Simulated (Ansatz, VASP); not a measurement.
One calculation of RbBr, two programs

Contents of INCAR:

```
PREC = Accurate
ENCUT = 520
EDIFF = 1E-7
ISMEAR = 0
SIGMA = 0.01
LREAL = F
LASPH = T
NELM = 80
ALGO = Normal
ISIF = 2
LWAVE = F
LCHARG = T
GGA = PE
LELF = T
LVHAR = T
NBANDS = 15
```

Contents of KPOINTS:

```
regular mesh
0
Gamma
  6 6 6
```

Contents of POSCAR:

```
RbBr
1.0
    4.1505466456      0.0000000000      0.0000000000
    0.0000000000      4.1505466456      0.0000000000
    0.0000000000      0.0000000000      4.1505466456
Rb Br
1 1
Direct
    0.0000000000      0.0000000000      0.0000000000
    0.5000000000      0.5000000000      0.5000000000
```

Input for Ansatz:

```yaml
crystal:
  lattice:
    - [4.1505466456, 0.0, 0.0]
    - [0.0, 4.1505466456, 0.0]
    - [0.0, 0.0, 4.1505466456]
  atoms:
    - { symbol: Rb, position: [0.0, 0.0, 0.0] }
    - { symbol: Br, position: [0.5, 0.5, 0.5] }
kpoints:
  mp_grid: { grid: [6, 6, 6] }
hamiltonian:
  xc: pbe
scf:
  occupations: { method: fixed }
  n_extra_bands: 4
output:
  forces: true
  stress: true
  eigenvalues: true
```

Alike in both runs: task single point; functional PBE; k mesh 6 × 6 × 6; no spin polarisation.

|  | VASP | Ansatz |
| --- | --- | --- |
| version | VASP 6.6.1 | Ansatz 0.2.0 |
| potentials or method | VASP PAW PBE potentials, release 64 (Rb_sv, Br) | plane waves, PAW |
| plane-wave cutoff (eV) | 520 | 420 |
| occupations | gaussian, width 0.01 eV | fixed |
| valence electrons in the cell | 16 | 16 |

```tsv
	VASP	Ansatz	Ansatz less VASP
gap on the k mesh at the Fermi level (eV)	4.02	4.02	+0.001
pressure (GPa)	0.5	0.5	-0.03
```

A k mesh can miss the band edges. A hybrid or GW would open this gap; PBE tends to underestimate it.
